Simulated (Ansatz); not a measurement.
SnO2:

```
Sn O
1.0
    -3.24890    3.41447    3.41402
     3.24890   -3.41447    3.41402
     3.24890    3.41447   -3.41402
Sn O
4 8
Direct
  0.50000 0.00000 0.00000
  0.50000 0.50000 0.50000
  0.00360 0.75360 0.25000
  0.99640 0.24640 0.75000
  0.80650 0.80377 0.49728
  0.80650 0.30922 0.00272
  0.30244 0.24594 0.05649
  0.68944 0.24594 0.44350
  0.31056 0.75406 0.55649
  0.19350 0.69078 0.99728
  0.69756 0.75406 0.94351
  0.19350 0.19623 0.50272
```

The cell is a database's computed one.

Base run:

- Program: Ansatz 0.2.0
- Functional: RPBE
- Potentials or basis: Ansatz PAW
- Cutoff: 420 eV (not typed: the program's choice for these potentials)
- k mesh: 5 × 5 × 5
- Occupations: fermi-dirac, width 0.05 eV
- Spin: no spin polarisation

Its results: band gap on the k mesh 0.72 eV; pressure 3.1 GPa; largest force 0.057 eV/Å.

Problem. After a change of settings the same cell gave: band gap on the k mesh 0.48 eV; pressure -11.5 GPa; largest force 0.146 eV/Å. Which change was it?
A. functional from RPBE to PBE
B. functional from RPBE to revPBE
C. functional from RPBE to LDA
D. functional from RPBE to PBEsol

Solution. C.

LDA binds more tightly than RPBE, so the same cell stands under less pressure.

Caveats: spin-orbit coupling is left out, which moves the levels of the heavy elements; the PAW data sets come from PBE, with cores solved anew for the run's functional, which leaves a small shift of forces and pressure.
